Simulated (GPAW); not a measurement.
# CaO (Fm-3m): G0W0 with GPAW, start to end, part 2 of 2

How does a plane-wave GW calculation on CaO (Fm-3m) run from the first input to the gap?

GPAW 26.7.0; PBE and many-body steps on it, plane waves. Known limits of the many-body steps: not at the basis limit.

So far. Step 3 (Bands along the symmetry lines): The gap is 3.693 eV, as in the run before at this level. Step 4 (Empty states on the mesh, 6×6×6 mesh, 155 bands): On this mesh the gap is 3.693 eV.

## Step 5: Screening and self-energy, 6×6×6 mesh, 145 bands, screening to 175 eV

Now the one-shot GW correction: screening in the RPA, then the self-energy of the levels asked for.

This step: G0W0 on PBE, plane waves, PAW.

The input, run.py:

```python
import json
import numpy as np
from gpaw.mpi import world
from gpaw.response.g0w0 import G0W0

gw = G0W0('full.gpw',
    filename='gw',
    kpts=[0, 12],
    bands=(6, 10),
    ecut=175,
    nbands=145,
    integrate_gamma='WS',
    ppa=True)
gw.calculate()
res = {mode: {k: v for k, v in r.items() if k != 'sigma_eskwn'}
       for mode, r in gw.all_results.items()}

if world.rank == 0:
    with open('result.json', 'w') as f:
        json.dump(res, f, default=lambda x: x.tolist())
```

On the command line:

```console
$ mpirun -n 4 gpaw python run.py
```

Numbers of over 12 decimals in the logs are rounded to 6 here.

Output:

```text
Using integrator: PointIntegrator
FrequencyGridDescriptor(from 0.000+0.000j to 0.000+27.211j eV, 2 points)
Nonperiodic BCs:  [False False False]
Using integrator: PointIntegrator
FrequencyGridDescriptor(from 0.000+0.000j to 0.000+27.211j eV, 2 points)
Nonperiodic BCs:  [False False False]
  ___  _ _ _
 |   || | | |
 | | || | | |
 |__ ||_____|
 |___|

BZ k-points: Symmetries present (total): 48

  [... matrices ...]
216 k-points: 6 x 6 x 6 Monkhorst-Pack grid + [1/12,1/12,1/12]
16 k-points in the irreducible part of the Brillouin zone
       k-points in crystal coordinates                weights
   0:     0.00000000    0.00000000    0.00000000          1/216
   1:     0.16666667    0.16666667    0.00000000          6/216
   2:     0.16666667    0.16666667    0.16666667          8/216
   3:     0.33333333    0.16666667    0.16666667         12/216
   4:     0.33333333    0.33333333   -0.33333333         12/216
   5:     0.33333333    0.33333333    0.00000000          6/216
   6:     0.33333333    0.33333333    0.16666667         24/216
   7:     0.33333333    0.33333333    0.33333333          8/216
   8:     0.50000000    0.33333333   -0.33333333         24/216
   9:     0.50000000    0.33333333   -0.16666667         12/216
          ...
  15:     0.50000000    0.50000000    0.50000000          4/216

Distributing spins, k-points and bands (1 x 2 x 4) over 4 processes
Number of blocks: 1

Quasi particle states:
k-points (IBZ indices): [0, 12]
Band range: (6, 10)
  [... matrices ...]
Computational parameters:
Plane wave cut-off: 175 eV
Number of bands: 145
Coulomb cutoff: None
Broadening: 0.1 eV

fxc modes: GW
Kernel: RPA
Using Godby-Needs plasmon-pole approximation:
  Fitting energy: i*E0, E0 = 1.000 Hartree
Summing all q:

Calculating screened Coulomb potential
No Coulomb truncation
FrequencyGridDescriptor(from 0.000+0.000j to 0.000+27.211j eV, 2 points)
Removing empty qpoint cache files...

Calculating chi0 body with:
    Ground state adapter containing:
    Number of spins: 1
    Number of kpoints: 216
    Number of irreducible kpoints: 16
    Number of completely occupied states: 8
    Number of partially occupied states: 8
    Occupied states memory: 0.9765625 M / cpu

    Linear response parametrization:
    q_c: [1.3877787807814457e-17, 1.3877787807814457e-17, 1.3877787807814457e-17]
    Number of frequency points: 2
    Planewave cutoff: 175.0
    Number of bands: 145
    Number of planewaves: 137
    Broadening (eta): 1e-06
    comm.size: 4
    kncomm.size: 4
    blockcomm.size: 1

    Memory estimate of potentially large arrays:
        chi0_wGG: 0.572784 M / cpu
Integrating chi0 body.

Symmetries of q_c:
    Direct symmetries (Uq -> q): 48
    Indirect symmetries (TUq -> q): 0
In total 48 allowed symmetries.

  [... matrices ...]
16 groups of equivalent kpoints. 92.592593% reduction.

Integral kind: response function
Integrating chi0 head and wings.

Symmetries of q_c:
    Direct symmetries (Uq -> q): 48
    Indirect symmetries (TUq -> q): 0
In total 48 allowed symmetries.

  [... matrices ...]
16 groups of equivalent kpoints. 92.592593% reduction.

Integral kind: response function wings

Calculating chi0 body with:
    Ground state adapter containing:
    Number of spins: 1
    Number of kpoints: 216
    Number of irreducible kpoints: 16
    Number of completely occupied states: 8
    Number of partially occupied states: 8
[... the further q-points ...]

Results:
f:      Occupation numbers
eps:     KS-eigenvalues [eV]
vxc:     KS vxc [eV]
exx:     Exact exchange [eV]
sigma:   Self-energies [eV]
dsigma:  Self-energy derivatives
Z:       Renormalization factors
qp:      QP-energies [eV]

k-point 0 (0): (0.000, 0.000, 0.000)                GW
band       f     eps     vxc     exx   sigma  dsigma       Z      qp
                                                                   GW
   6   1.000   4.774 -20.216 -25.441   3.926  -0.273   0.786   3.752
   7   1.000   4.774 -20.216 -25.441   3.926  -0.273   0.786   3.752
   8   0.000   9.507 -12.128  -7.580  -3.838  -0.182   0.846  10.107
   9   0.000  11.013 -14.936  -7.738  -4.597  -0.199   0.834  13.182

k-point 1 (12): (0.500, 0.500, 0.000)                GW
band       f     eps     vxc     exx   sigma  dsigma       Z      qp
                                                                   GW
   6   1.000   4.400 -19.820 -25.197   3.951  -0.270   0.787   3.278
   7   1.000   4.400 -19.820 -25.196   3.951  -0.270   0.787   3.278
   8   0.000   8.466 -12.155  -6.386  -4.076  -0.178   0.849   9.903
   9   0.000  12.797 -17.593 -10.005  -4.657  -0.210   0.827  15.220
```

It took 74 s on 4 MPI ranks of Intel Xeon 6975P-C (Granite Rapids), shared host; peak memory 1.1 GiB; 4.9 min of CPU time.

This step gave:

| Item | Value |
| --- | --- |
| G0W0 gap on the points computed | 6.151 eV |
| least direct G0W0 gap on the computed points | 6.355 eV |
| Z at the valence top | 0.7857 |
| Z at the conduction bottom | 0.8486 |
| starting gap on the mesh | 3.693 eV |
| k of the valence top | 0, 0, 0 |
| k of the conduction bottom | 0.5, 0.5, 0 |

The gap on the mesh goes from 3.69 eV to 6.15 eV, a correction of +2.46 eV.

Limits: finite bands, cutoff and mesh. v1 is the top filled band, c1 the lowest empty one. Levels before and after the correction, in eV, zero at the valence-band top of each column:

|  | conduction bottom | valence top |
| --- | --- | --- |
| Kohn-Sham | 3.69 | 0.00 |
| G0W0 | 6.15 | 0.00 |

```csv
,level,energy (eV)
Kohn-Sham,Γ v2-v1,0.000
Kohn-Sham,Γ c1,4.733
Kohn-Sham,Γ c2,6.240
Kohn-Sham,(0.5 0.5 0) v2-v1,-0.374
Kohn-Sham,(0.5 0.5 0) c1,3.693
Kohn-Sham,(0.5 0.5 0) c2,8.023
G0W0,Γ v2-v1,0.000
G0W0,Γ c1,6.355
G0W0,Γ c2,9.430
G0W0,(0.5 0.5 0) v2-v1,-0.474
G0W0,(0.5 0.5 0) c1,6.151
G0W0,(0.5 0.5 0) c2,11.467
```

## Step 6: Where the time went

Times are wall times on 4 MPI ranks of Intel Xeon 6975P-C (Granite Rapids), shared host, good to a factor of about two.

```
                          step   time  share  memory (GiB)
                  ground state  4.5 s    5 %          0.62
bands along the symmetry lines  4.6 s    5 %          0.65
      empty states on the mesh  5.6 s    6 %          0.92
     screening and self-energy   74 s   83 %           1.1
```

## Step 7: Summary of results

| Property | Result |
| --- | --- |
| PBE gap | 3.69 eV, indirect |
| G0W0 gap on the mesh | 6.15 eV |
| GW settings | 6×6×6 mesh, 145 bands, screening to 175 eV, Godby-Needs plasmon pole |
| known limits | not at the basis limit |

**Reading.** G0W0 moves the gap on the mesh from 3.69 eV to 6.15 eV (+2.46 eV), with Z of 0.79 and 0.85 at the edges. Only 2 of the mesh's irreducible points were corrected, so a valley elsewhere could overtake. The dearest step here is «screening and self-energy». Bands and cutoff are finite, so the gap is not at the basis limit. The miss can reach some tenths of an eV and take either sign; the mesh is an error of its own. These stock PAW sets were not made for GW. In the G0W0 run levels were corrected at 2 k points alone, so a gap called «on the mesh» is the least over those, and an edge elsewhere would be missed.

[Paths, hosts, dates, memory and timing lines, banners, echoed tables and standing remarks are left out of the program output.]

[Logs are printed without paths, hosts, clocks, repeated set-up lines and the standing remarks that a program may print on its own settings, such as how far it seeks lower states.]

[Runs of the session that timed out or met a known fault of the program may be left out.]

[Hosts, paths, dates, database ids (printed as entryN), source tags and the programs' standing remarks are cut or masked in the printed files.]
